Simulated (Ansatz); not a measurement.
System: CuCl (zinc blende type), 2 atoms in the cell.

```
Cu Cl
1.0
     0.00000    2.71000    2.71000
     2.71000    0.00000    2.71000
     2.71000    2.71000    0.00000
Cu Cl
1 1
Direct
  0.00000 0.00000 0.00000
  0.25000 0.25000 0.25000
```

Level of theory: Ansatz 0.2.0 development build, r²SCAN, plane waves, PAW datasets (generated hard set).

Cutoff 700 eV; k-mesh 6×6×6 Γ-centred; Fermi–Dirac smearing of 0.02 eV; no spin polarisation.

(1) How large is the gap on this mesh, is it direct, and where do the band edges lie (fractions of the reciprocal vectors of this cell)?

(2) List the levels near the gap at (0.000, 0.000, 0.000), (0.000, 0.000, 0.167), (0.000, 0.000, -0.500), (0.000, 0.167, 0.167), (0.000, 0.167, -0.333), in eV from the top of the valence band (v1 is the highest filled band, c1 the lowest empty one).

Results:

(1) 0.90 eV, direct at (0.000, 0.000, 0.000).

(2) 
| k | v4 | v3 | v2 | v1 | c1 | c2 | c3 |
| --- | --- | --- | --- | --- | --- | --- | --- |
| (0.000, 0.000, 0.000) | -1.46 | 0.00 | 0.00 | 0.00 | 0.90 | 7.12 | 7.12 |
| (0.000, 0.000, 0.167) | -1.47 | -0.49 | -0.12 | -0.12 | 1.88 | 6.58 | 7.44 |
| (0.000, 0.000, -0.500) | -1.38 | -1.33 | -0.56 | -0.56 | 3.29 | 7.14 | 7.49 |
| (0.000, 0.167, 0.167) | -1.41 | -0.37 | -0.31 | -0.31 | 2.22 | 6.05 | 7.83 |
| (0.000, 0.167, -0.333) | -1.43 | -1.21 | -0.81 | -0.47 | 4.04 | 6.31 | 7.13 |

Potentials made with PBE were used with another functional. Semilocal functionals give gaps that mostly lie well below measured ones.
